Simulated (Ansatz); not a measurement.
The system is MnSi.

```
Mn Si
1.0
     2.98743    0.00000    0.00000
     0.00000    2.98743    0.00000
     0.00000    0.00000    2.98743
Mn Si
1 1
Direct
  0.50000 0.50000 0.50000
  0.00000 0.00000 0.00000
```

The cell was built by a generator and needn't be a form met in nature.

- Program: Ansatz 0.2.0
- Task: relaxation of cell and atoms
- Functional: PBEsol0
- Potentials or basis: Ansatz PAW
- Cutoff: 420 eV (not typed: the program's choice for these potentials)
- k mesh: 5 × 5 × 5
- Occupations: fermi-dirac, width 0.05 eV
- Spin: collinear spin, ferromagnetic start
- Starting moments: [4.0, 0.0] μB

At the start: volume 13.33 Å³/atom.

Q: How do energy, volume and symmetry change on relaxing?

A: It ends after 6 steps and the volume is 10.38 Å³/atom (-22.2 %); space group Pm-3m (No. 221, to 0.05 Å); moment 1.00 μB per cell.

Step by step:
| step | energy change (eV) | largest force (eV/Å) | volume (Å³) |
| --- | --- | --- | --- |
| 1 | 0.0000 | 0.0000 | 26.66 |
| 2 | -0.5959 | 0.0000 | 22.95 |
| 3 | -0.7590 | 0.0000 | 20.57 |
| 4 | -0.7596 | 0.0000 | 20.88 |
| 5 | -0.7603 | 0.0000 | 20.75 |
| 6 | -0.7559 | 0.0000 | 20.75 |

Final structure:
```xyz
2
Lattice="2.7480 0.0000 0.0000 0.0000 2.7480 0.0000 0.0000 0.0000 2.7480" Properties=species:S:1:pos:R:3 pbc="T T T"
Mn    1.3740    1.3740    1.3740
Si    0.0000    0.0000    0.0000
```

Caveat: the k mesh is coarse (spacing up to 0.42 Å⁻¹), so the values aren't converged, least of all with exact exchange; the magnetic or orbital state may not be the lowest; the volume moved by over 15 % at a fixed basis, so the end points are rough; the plane-wave basis is chosen anew once the cell has moved, so the energies of steps on either side of that aren't comparable; the moment fell far below its start of 4 μB, so a state of higher moment may lie lower in energy; the PAW data sets come from PBE, with cores solved anew for the run's functional, which leaves a small shift of forces and pressure.
